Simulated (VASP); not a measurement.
A run of VASP 6.6.1 is set up as follows.

The input POSCAR:

```
TlCl
1.0
    3.7791129400      0.0000000000      0.0000000000
    0.0000000000      3.7791129400      0.0000000000
    0.0000000000      0.0000000000      3.7791129400
Tl Cl
1 1
Direct
    0.0000000000      0.0000000000      0.0000000000
    0.5000000000      0.5000000000      0.5000000000
```

INCAR.step1

```
SYSTEM = TlCl
  PREC = Accurate
  ENCUT = 520
  ISMEAR = -1
  SIGMA = 0.1
  LREAL = .FALSE.
  LASPH = .TRUE.
  NELM = 80
  NBANDS = 17
  GGA = PE
  ALGO = Normal
  EDIFF = 1E-4
  LWAVE = .TRUE.
  LCHARG = .FALSE.
```

The input INCAR.step2:

```
SYSTEM = TlCl
  PREC = Accurate
  ENCUT = 520
  EDIFF = 1E-6
  ISMEAR = -1
  SIGMA = 0.1
  LREAL = .FALSE.
  LASPH = .TRUE.
  NELM = 80
  ALGO = Normal
  ISIF = 2
  LWAVE = .FALSE.
  LCHARG = .TRUE.
  METAGGA = R2SCAN
  LMIXTAU = .TRUE.
  LELF = .TRUE.
  LVHAR = .TRUE.
  NBANDS = 17
  ISTART = 1
```

The input KPOINTS:

```
regular mesh
0
G
  7 7 7
  0 0 0
```

Potentials or basis: VASP PAW PBE potentials, release 64 (Tl_d, Cl).

The run is started by

```console
$ cat potpaw_PBE.64/Tl_d/POTCAR potpaw_PBE.64/Cl/POTCAR > POTCAR
$ cp INCAR.step1 INCAR
$ mpirun -np 1 vasp_std > vasp.out
$ cp INCAR.step2 INCAR
$ mpirun -np 1 vasp_std > vasp.out
```

(1) Estimate the pressure.

(2) Estimate the band gap on the k mesh.

Results:

(1) 1.4 GPa.

(2) 2.88 eV, direct.

Caveat: the PAW data sets were made with another functional, which shifts forces and pressure a little; spin-orbit coupling is left out, which as a rule narrows the gap of such compounds by several tenths of an eV; an odd mesh through Γ misses points on the zone boundary, where band edges often lie.
